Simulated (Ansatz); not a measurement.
# ¹⁴N nuclear quadrupole resonance in H8N2O

Cell: a Materials Project structure (computed, not necessarily an observed phase).

```yaml
crystal:
  lattice:
    - [4.42880, 0.00000, 0.00000]
    - [0.00000, 9.05584, 0.00000]
    - [-3.79647, 0.00000, 10.03836]
  atoms:
    - { symbol: H, position: [0.03767, 0.05777, 0.53978] }
    - { symbol: H, position: [0.14569, 0.16922, 0.74011] }
    - { symbol: H, position: [0.09195, 0.91183, 0.62515] }
    - { symbol: H, position: [0.13653, 0.86571, 0.39079] }
    - { symbol: H, position: [0.80640, 0.13663, 0.75927] }
    - { symbol: H, position: [0.62657, 0.80279, 0.62905] }
    - { symbol: H, position: [0.48902, 0.06355, 0.46299] }
    - { symbol: H, position: [0.57329, 0.91037, 0.82674] }
    - { symbol: H, position: [0.55659, 0.77124, 0.92096] }
    - { symbol: H, position: [0.48393, 0.61427, 0.02691] }
    - { symbol: H, position: [0.39830, 0.43580, 0.65504] }
    - { symbol: H, position: [0.50552, 0.37950, 0.86173] }
    - { symbol: H, position: [0.83844, 0.32478, 0.08710] }
    - { symbol: H, position: [0.89873, 0.70757, 0.74577] }
    - { symbol: H, position: [0.11181, 0.56718, 0.00697] }
    - { symbol: H, position: [0.84135, 0.34864, 0.84693] }
    - { symbol: H, position: [0.55659, 0.22876, 0.42096] }
    - { symbol: H, position: [0.48393, 0.38573, 0.52691] }
    - { symbol: H, position: [0.11181, 0.43282, 0.50697] }
    - { symbol: H, position: [0.84135, 0.65136, 0.34693] }
    - { symbol: H, position: [0.89873, 0.29243, 0.24577] }
    - { symbol: H, position: [0.50552, 0.62050, 0.36173] }
    - { symbol: H, position: [0.83844, 0.67522, 0.58710] }
    - { symbol: H, position: [0.39830, 0.56420, 0.15504] }
    - { symbol: H, position: [0.03767, 0.94223, 0.03978] }
    - { symbol: H, position: [0.13653, 0.13429, 0.89079] }
    - { symbol: H, position: [0.14569, 0.83078, 0.24011] }
    - { symbol: H, position: [0.80640, 0.86337, 0.25927] }
    - { symbol: H, position: [0.57329, 0.08963, 0.32674] }
    - { symbol: H, position: [0.48902, 0.93645, 0.96299] }
    - { symbol: H, position: [0.09195, 0.08816, 0.12515] }
    - { symbol: H, position: [0.62657, 0.19721, 0.12905] }
    - { symbol: N, position: [0.63376, 0.87800, 0.92398] }
    - { symbol: N, position: [0.30928, 0.37640, 0.56835] }
    - { symbol: N, position: [0.30928, 0.62360, 0.06835] }
    - { symbol: N, position: [0.63376, 0.12200, 0.42398] }
    - { symbol: N, position: [0.02241, 0.80959, 0.30341] }
    - { symbol: N, position: [0.85244, 0.24282, 0.15520] }
    - { symbol: N, position: [0.85244, 0.75718, 0.65520] }
    - { symbol: N, position: [0.02241, 0.19040, 0.80341] }
    - { symbol: O, position: [0.21346, 0.99247, 0.59883] }
    - { symbol: O, position: [0.71737, 0.42366, 0.88016] }
    - { symbol: O, position: [0.71737, 0.57634, 0.38016] }
    - { symbol: O, position: [0.21346, 0.00753, 0.09883] }
```

Atoms are numbered from 1 in the order listed; like atoms form one site, named after its first atom.

Computed with Ansatz: DFT, r2SCAN, plane waves and PAW, scalar-relativistic, 500 eV cutoff, Γ-centred 6×3×3 k-points, Fermi–Dirac smearing 0.02 eV.

¹⁴N: I = 1, Q = 20.44 mb (year-2017 value). Static lattice, zero field.

Question: Predict the zero-field ¹⁴N lines of each site.

Answer: For I = 1 the lines are ν± = (3/4)|C_Q|(1 ± η/3) and ν₀ = |C_Q|η/2.

```
site   atoms  V_zz (10²¹ V/m²)  C_Q (MHz)     η  line frequencies (MHz)
 N33  33, 36             -7.63      -3.77  0.05      0.0944, 2.78, 2.88
 N34  34, 35             -8.14      -4.03  0.09       0.179, 2.93, 3.11
 N37  37, 40             -7.08      -3.50  0.11       0.186, 2.53, 2.72
 N38  38, 39             -7.60      -3.76  0.08       0.146, 2.74, 2.89
```

At N33, N34, N37 and N38 V_zz stands upright on the plane through its three neighbours (within 3°) in each case.

The largest force is 0.6 eV/Å, so the atoms aren't at the calculated equilibrium and relaxing them would move these values.
